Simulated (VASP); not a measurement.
# KBr (Fm-3m) in VASP: notebook

Runs on KBr. Level: PBE. Tasks: single point, relaxation of cell and atoms.

All numbers are computed with VASP 6.6.1; they aren't measurements. Logs are shortened: lines on timing, memory, paths and dates and some standing lists are left out, and cuts for length are marked.

### 1 The crystal as given

It takes space group Fm-3m (No. 225, cubic). Conventional cell: a = 6.702 Å, b = 6.702 Å, c = 6.702 Å, α = 90.00°, β = 90.00°, γ = 90.00°. Around K (site symmetry m-3m) lie 6 Br at 3.35 Å. Br (site symmetry m-3m) has 6 K at 3.35 Å as nearest neighbours.

The cell was built by a generator and needn't be a form met in nature.

### 2 Single point, PBE

INCAR

```
ALGO = Fast
EDIFF = 1E-7
ENCUT = 520
GGA = PE
ISIF = 2
ISMEAR = -1
LASPH = True
LCHARG = True
LELF = True
LREAL = False
LVHAR = True
LWAVE = False
NBANDS = 15
NELM = 60
PREC = Accurate
SIGMA = 0.0127
```

KPOINTS

```
k-points
0
Gamma
  5 5 5
```

POSCAR

```
KBr
1.0
    0.0000000000      3.3510147569      3.3510147569
    3.3510147569      0.0000000000      3.3510147569
    3.3510147569      3.3510147569      0.0000000000
K Br
1 1
Direct
    0.0000000000      0.0000000000      0.0000000000
    0.5000000000      0.5000000000      0.5000000000
```

Potentials or basis: VASP PAW PBE potentials, release 64 (K_sv, Br).

The run is started by

```sh
$ cat potpaw_PBE.64/K_sv/POTCAR potpaw_PBE.64/Br/POTCAR > POTCAR
$ mpirun -np 1 vasp_std > vasp.out
```

OUTCAR:

```text
EDIFF = 1E-7
   ENCUT = 520
   GGA = PE
   ISIF = 2
   ISMEAR = -1
   LASPH = True
   LREAL = False
   NELM = 60
   PREC = Accurate

 ion  position               nearest neighbor table
   1  0.000  0.000  0.000-
   2  0.500  0.500  0.500-

  LATTYP: Found a face centered cubic cell.
 ALAT       =     6.7020295138

  Lattice vectors:

 A1 = (   0.0000000000,   3.3510147569,   3.3510147569)
 A2 = (   3.3510147569,   0.0000000000,   3.3510147569)
 A3 = (   3.3510147569,   3.3510147569,   0.0000000000)

Analysis of symmetry for initial positions (statically):
=====================================================================
 Subroutine PRICEL returns:
 Original cell was already a primitive cell.

 Routine SETGRP: Setting up the symmetry group for a
 face centered cubic supercell.

 Subroutine GETGRP returns: Found 48 space group operations
 (whereof 48 operations were pure point group operations)
 out of a pool of 48 trial point group operations.

The static configuration has the point symmetry O_h .

Analysis of symmetry for dynamics (positions and initial velocities):
=====================================================================
 Subroutine PRICEL returns:
 Original cell was already a primitive cell.

 Routine SETGRP: Setting up the symmetry group for a
 face centered cubic supercell.

 Subroutine GETGRP returns: Found 48 space group operations
 (whereof 48 operations were pure point group operations)
 out of a pool of 48 trial point group operations.

The dynamic configuration has the point symmetry O_h .

 Subroutine INISYM returns: Found 48 space group operations
 (whereof 48 operations are pure point group operations),
 and found     1 'primitive' translations

----------------------------------------------------------------------------------------

                                     Primitive cell

  volume of cell :      75.2591

  direct lattice vectors                    reciprocal lattice vectors
     0.000000000  3.351014757  3.351014757    -0.149208534  0.149208534  0.149208534
     3.351014757  0.000000000  3.351014757     0.149208534 -0.149208534  0.149208534
     3.351014757  3.351014757  0.000000000     0.149208534  0.149208534 -0.149208534

  length of vectors
     4.739050517  4.739050517  4.739050517     0.258436762  0.258436762  0.258436762

  position of ions in fractional coordinates (direct lattice)
     0.000000000  0.000000000  0.000000000
     0.500000000  0.500000000  0.500000000

  ion indices of the primitive-cell ions
   primitive index   ion index
                 1           1
                 2           2

----------------------------------------------------------------------------------------

 KPOINTS: k-points

Automatic generation of k-mesh.
 Grid dimensions read from file:
 generate k-points for:    5    5    5

 Generating k-lattice:

  Cartesian coordinates                     Fractional coordinates (reciprocal lattice)
    -0.029841707  0.029841707  0.029841707     0.200000000  0.000000000  0.000000000
     0.029841707 -0.029841707  0.029841707     0.000000000  0.200000000  0.000000000
     0.029841707  0.029841707 -0.029841707     0.000000000  0.000000000  0.200000000

  Length of vectors
     0.051687352  0.051687352  0.051687352

  Shift w.r.t. Gamma in fractional coordinates (k-lattice)
     0.000000000  0.000000000  0.000000000

 Subroutine IBZKPT returns following result:
 ===========================================

 Found     10 irreducible k-points:

 Following reciprocal coordinates:
            Coordinates               Weight
  0.000000  0.000000  0.000000      1.000000
  0.200000  0.000000  0.000000      8.000000
  0.400000  0.000000  0.000000      8.000000
  0.200000  0.200000  0.000000      6.000000
  0.400000  0.200000  0.000000     24.000000
 -0.400000  0.200000  0.000000     24.000000
 -0.200000  0.200000  0.000000     12.000000
  0.400000  0.400000  0.000000      6.000000
 -0.400000  0.400000  0.000000     12.000000
 -0.400000  0.400000  0.200000     24.000000
   k-points           NKPTS =     10   k-points in BZ     NKDIM =     10   number of bands    NBANDS=     15
   number of dos      NEDOS =    301   number of ions     NIONS =      2
   total plane-waves  NPLWV =  46656
   dimension x,y,z NGX =    36 NGY =   36 NGZ =   36
   dimension x,y,z NGXF=    72 NGYF=   72 NGZF=   72
   ions per type =               1   1
   NGX,Y,Z   is equivalent  to a cutoff of  12.63, 12.63, 12.63 a.u.
   NGXF,Y,Z  is equivalent  to a cutoff of  25.26, 25.26, 25.26 a.u.
 SYSTEM =  unknown system
   PREC   = accura    normal or accurate (medium, high low for compatibility)
   ISTART =      0    job   : 0-new  1-cont  2-samecut
   ICHARG =      2    charge: 1-file 2-atom 10-const
   ISPIN  =      1    spin polarized calculation?
   LNONCOLLINEAR =      F non collinear calculations
   LSORBIT =      F    spin-orbit coupling
   LASPH  =      T    aspherical Exc in radial PAW
   ENCUT  =  520.0 eV  38.22 Ry    6.18 a.u.   8.81  8.81  8.81*2*pi/ulx,y,z
   NELM   =     60;   NELMIN=  2; NELMDL= -5     # of ELM steps
   EDIFF  = 0.1E-06   stopping-criterion for ELM
   LREAL  =      F    real-space projection
   EDIFFG = 0.1E-05   stopping-criterion for IOM
   NSW    =      0    number of steps for IOM
   IBRION =     -1    ionic relax: 0-MD 1-quasi-New 2-CG
   NFREE  =      0    steps in history (QN), initial steepest desc. (CG)
   ISIF   =      2    stress and relaxation
   ISYM   =      2    0-nonsym 1-usesym 2-fastsym
   POTIM  = 0.5000    time-step for ionic-motion
   TEBEG  =    0.0;   TEEND  =   0.0 temperature during run
   PSTRESS=    0.0 pullay stress
   NELECT =      16.0000    total number of electrons
   NUPDOWN=      -1.0000    fix difference up-down
   EMIN   =  10.00;   EMAX   =-10.00  energy-range for DOS
   EFERMI =   0.00;   METHOD = LEGACY
   ISMEAR =    -1;   SIGMA  =   0.01  broadening in eV -4-tet -1-fermi 0-gaus
   EFERMI_NEDOS =   21; number of points for ismear=-14 and -15
   IALGO  =     68    algorithm
   IMIX   =      4    mixing-type and parameters
     AMIX     =   0.40;   BMIX     =  1.00
     AMIX_MAG =   1.60;   BMIX_MAG =  1.00
  volume/ion in A,a.u.               =      37.63       253.94
  Fermi-wavevector in a.u.,A,eV,Ry     =   0.977076  1.846407 12.989184  0.954678
  Thomas-Fermi vector in A             =   2.107745
   LORBIT       =      0    0 simple, 1 ext, 2 COOP (PROOUT), +10 PAW based schemes
   GGA     = PE    functional components
   LHFCALC =     F    Hartree Fock is set to
   AEXX    =    0.0000 exact exchange contribution
   IVDW    =     0    specifies the selected vdW correction
   LEPSILON=     F    determine dielectric tensor
   LRPA    =     F    only Hartree local field effects (RPA)
 non-spin polarized calculation
 RMM-DIIS sequential band-by-band and
  energy-cutoff  :      520.00
  volume of cell :       75.26
 maximum number of plane-waves:      2085
   NGX = 17   NGY = 17   NGZ = 17

 number of electron      16.0000000 magnetization

 Free energy of the ion-electron system (eV)
  ---------------------------------------------------
  ext. energy  EPLUGINS =         0.00000000
  ---------------------------------------------------
  free energy    TOTEN  =        -6.22353296 eV

  energy without entropy =       -6.22353296  energy(sigma->0) =       -6.22353296

 E-fermi :  -1.5341     XC(G=0):  -7.1885

 val. band max:       -1.9166896869   @ k =   0.0000   0.0000   0.0000
 cond. band min:       2.3969413910   @ k =   0.0000   0.0000   0.0000
 fundamental gap:      4.3136310779
 Fermi energy:        -1.5341057319

 k-point     1 :       0.0000    0.0000    0.0000
  band No.  band energies     occupation
      1     -29.7990      2.00000
      2     -14.1552      2.00000
      3     -13.2727      2.00000
      4     -13.2727      2.00000
      5     -13.2727      2.00000
      6      -1.9167      2.00000
      7      -1.9167      2.00000
      8      -1.9167      2.00000
      9       2.3969      0.00000
     10       5.6736      0.00000
     11       5.6736      0.00000
     12       5.6736      0.00000
     13       6.4685      0.00000
     14       6.4685      0.00000
     15       9.5636      0.00000

 k-point     2 :       0.2000    0.0000    0.0000
  band No.  band energies     occupation
      1     -29.7975      2.00000
      2     -14.2214      2.00000
      3     -13.2744      2.00000
      4     -13.2744      2.00000
      5     -13.1857      2.00000
      6      -2.3669      2.00000
      7      -2.0245      2.00000
      8      -2.0245      2.00000
      9       3.2531      0.00000
     10       5.5058      0.00000
     11       6.1135      0.00000
     12       6.1135      0.00000
     13       6.9386      0.00000
     14       6.9386      0.00000
     15      10.4704      0.00000

 k-point     3 :       0.4000    0.0000    0.0000
  band No.  band energies     occupation
      1     -29.7951      2.00000
      2     -14.3098      2.00000
      3     -13.2772      2.00000
      4     -13.2772      2.00000
      5     -13.0629      2.00000
      6      -2.9246      2.00000
      7      -2.1874      2.00000
      8      -2.1874      2.00000
      9       4.4221      0.00000
     10       5.9332      0.00000
     11       7.2320      0.00000
     12       7.2320      0.00000
     13       7.9454      0.00000
     14       7.9454      0.00000
     15       8.9256      0.00000

 k-point     4 :       0.2000    0.2000    0.0000
  band No.  band energies     occupation
      1     -29.7971      2.00000
      2     -14.2051      2.00000
      3     -13.2828      2.00000
      4     -13.2828      2.00000
      5     -13.1928      2.00000
      6      -2.4374      2.00000
      7      -2.0253      2.00000
      8      -2.0253      2.00000
      9       3.4212      0.00000
     10       4.8927      0.00000
     11       6.5838      0.00000
     12       6.5838      0.00000
     13       6.7383      0.00000
     14       7.2908      0.00000
     15      10.2555      0.00000

 k-point     5 :       0.4000    0.2000    0.0000
  band No.  band energies     occupation
      1     -29.7950      2.00000
      2     -14.2321      2.00000
      3     -13.2898      2.00000
      4     -13.2878      2.00000
      5     -13.1514      2.00000
      6      -2.7303      2.00000
      7      -2.2242      2.00000
      8      -2.1507      2.00000
      9       4.4841      0.00000
     10       4.9853      0.00000
     11       7.2991      0.00000
     12       7.3218      0.00000
     13       7.5230      0.00000
     14       7.6863      0.00000
     15       8.9146      0.00000

 k-point     6 :      -0.4000    0.2000    0.0000
  band No.  band energies     occupation
      1     -29.7942      2.00000
      2     -14.2611      2.00000
      3     -13.3024      2.00000
      4     -13.2824      2.00000
      5     -13.1057      2.00000
      6      -2.8347      2.00000
      7      -2.3403      2.00000
      8      -2.2249      2.00000
      9       4.9392      0.00000
     10       5.8936      0.00000
     11       6.8180      0.00000
     12       7.4456      0.00000
     13       7.5655      0.00000
     14       8.6066      0.00000
     15       9.0569      0.00000

 k-point     7 :      -0.2000    0.2000    0.0000
  band No.  band energies     occupation
      1     -29.7958      2.00000
      2     -14.2558      2.00000
      3     -13.2948      2.00000
      4     -13.2741      2.00000
      5     -13.1235      2.00000
      6      -2.6760      2.00000
      7      -2.1712      2.00000
      8      -2.1505      2.00000
      9       4.2237      0.00000
     10       5.3435      0.00000
     11       6.5207      0.00000
     12       6.9290      0.00000
     13       7.3147      0.00000
     14       7.9069      0.00000
     15       9.1448      0.00000

 k-point     8 :       0.4000    0.4000    0.0000
  band No.  band energies     occupation
      1     -29.7940      2.00000
      2     -14.1142      2.00000
      3     -13.2995      2.00000
      4     -13.2995      2.00000
      5     -13.2931      2.00000
      6      -2.6923      2.00000
      7      -2.1657      2.00000
      8      -2.1657      2.00000
      9       4.1017      0.00000
     10       4.8751      0.00000
     11       7.2332      0.00000
     12       7.2646      0.00000
     13       8.1958      0.00000
     14       8.4405      0.00000
     15       8.4405      0.00000

 k-point     9 :      -0.4000    0.4000    0.0000
  band No.  band energies     occupation
      1     -29.7935      2.00000
      2     -14.1360      2.00000
      3     -13.3386      2.00000
      4     -13.2962      2.00000
      5     -13.2300      2.00000
      6      -2.6087      2.00000
      7      -2.4162      2.00000
      8      -2.2116      2.00000
      9       4.4537      0.00000
     10       5.7289      0.00000
     11       6.6472      0.00000
     12       7.2390      0.00000
     13       7.7444      0.00000
     14       8.3503      0.00000
     15       9.2227      0.00000

 k-point    10 :      -0.4000    0.4000    0.2000
  band No.  band energies     occupation
      1     -29.7937      2.00000
      2     -14.1870      2.00000
      3     -13.3143      2.00000
      4     -13.3079      2.00000
      5     -13.1729      2.00000
      6      -2.6532      2.00000
      7      -2.3608      2.00000
      8      -2.3001      2.00000
      9       5.0272      0.00000
     10       5.4958      0.00000
     11       6.3449      0.00000
     12       7.3271      0.00000
     13       8.1574      0.00000
     14       8.2749      0.00000
     15       9.0415      0.00000

------------------------ aborting loop because EDIFF is reached ----------------------------------------

  FORCE on cell =-STRESS in cart. coord.  units (eV):
  Direction    XX          YY          ZZ          XY          YZ          ZX
  --------------------------------------------------------------------------------------
  -------------------------------------------------------------------------------------
  Total        0.0232846      0.0232846      0.0232846      0.0000000      0.0000000     -0.0000000
  in kB        0.4957023      0.4957023      0.4957023      0.0000000      0.0000000     -0.0000000
  external PRESSURE =       0.4957023 kB  Pullay stress =       0.0000000 kB

 VOLUME and BASIS-vectors are now :
 -----------------------------------------------------------------------------
  energy-cutoff  :      520.00
  volume of cell :       75.26
      direct lattice vectors                 reciprocal lattice vectors
     0.000000000  3.351014757  3.351014757    -0.149208534  0.149208534  0.149208534
     3.351014757  0.000000000  3.351014757     0.149208534 -0.149208534  0.149208534
     3.351014757  3.351014757  0.000000000     0.149208534  0.149208534 -0.149208534

 POSITION                                       TOTAL-FORCE (eV/Angst)
 -----------------------------------------------------------------------------------
      0.00000      0.00000      0.00000         0.000000      0.000000      0.000000
      3.35101      3.35101      3.35101        -0.000000      0.000000     -0.000000
 -----------------------------------------------------------------------------------
    total drift:                                0.000000      0.000000      0.000000

  FREE ENERGIE OF THE ION-ELECTRON SYSTEM (eV)
  ---------------------------------------------------
  free  energy   TOTEN  =        -6.2235329629 eV

  energy  without entropy=       -6.2235329629  energy(sigma->0) =       -6.22353296
```

It took 14 s on 1 thread of Intel Xeon 6975P-C (Granite Rapids), shared host; peak memory 0.19 GiB.

What came out:

* Free energy: -6.2235 eV
* Pressure: 0.0 GPa
* Band gap on the k mesh: 4.31 eV, direct

Levels at points of the mesh, in eV from the valence-band top:
| k point | band 5 | band 6 | band 7 | band 8 | band 9 | band 10 | band 11 | band 12 |
| --- | --- | --- | --- | --- | --- | --- | --- | --- |
| (0.00, 0.00, 0.00) | -11.36 | 0.00 | 0.00 | 0.00 | 4.31 | 7.59 | 7.59 | 7.59 |

Expect the measured gap to be larger: semilocal functionals such as PBE lack the derivative discontinuity.

(Continued in part 2 of 2.)
